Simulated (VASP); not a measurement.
H:

```xyz
2
Lattice="-1.6915 1.6915 2.0585 1.6915 -1.6915 2.0585 1.6915 1.6915 -2.0585" Properties=species:S:1:pos:R:3 pbc="T T T"
H     0.0000    0.0000    0.3711
H     0.0000    0.0000    3.7459
```

Program: VASP 6.6.1. Alike in all runs: no spin polarisation; cell as given; k mesh 11 × 11 × 11. Hardware: 1 thread of AMD EPYC 7R43 64-Core Processor (Zen 3), on a shared host.

**Question.** Order these runs on this cell by their wall time, lowest first.
A. task density of states; level r2SCAN+D3(BJ); potentials or basis VASP PAW PBE potentials, release 64 (H_h); cutoff (eV) 900; smearing tetrahedron
B. task single point; level PBE; potentials or basis VASP PAW PBE potentials, release 64 (H); cutoff (eV) 500; smearing gaussian 0.1 eV
C. task band structure; level PBE+MBD-FI; potentials or basis VASP PAW PBE potentials, release 64 (H); cutoff (eV) 520; smearing gaussian 0.05 eV

**Answer.** B (24 s), C (85 s), A (340 s).

Caveats: an odd mesh through Γ misses points on the zone boundary, where band edges often lie (some runs); the mesh misses the band edges, which the band path finds closer together (some runs).
